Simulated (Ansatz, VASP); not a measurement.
# Two plane-wave programs on GaN

```xyz
2
Lattice="0.0000 2.2489 2.3839 2.2489 0.0000 2.3839 2.2489 2.2489 0.0000" Properties=species:S:1:pos:R:3 pbc="T T T"
Ga    0.0000    0.0000    0.0000
N     3.3734    3.3734    3.5758
```

Change from the starting cell: strain +0.0600 x Voigt [0, 0, 1, 0, 0, 0], atoms carried along.

Alike in both runs: task single point; functional r2SCAN; k mesh 10 × 10 × 10; occupations gaussian, width 0.05 eV; no spin polarisation.

```csv
,VASP,Ansatz
version,VASP 6.6.1,Ansatz 0.2.0
potentials or method,"VASP PAW PBE potentials, release 64 (Ga_d, N)","scalar-relativistic, plane waves, PAW"
plane-wave cutoff (eV),520,500
valence electrons in the cell,18,18
```

```csv
,VASP,Ansatz,Ansatz less VASP
gap on the k mesh at the Fermi level (eV),1.66,1.66,+0.005
least direct gap on the mesh (eV),1.66,1.66,+0.005
pressure (GPa),-9.4,-10.3,-0.83
largest component of the traceless stress (GPa),5.89,5.94,+0.050
```

With one functional, cell and mesh, what is left measures potentials, basis and numerics.

Caveats: the PAW data sets were made with another functional, which shifts forces and pressure a little (VASP).
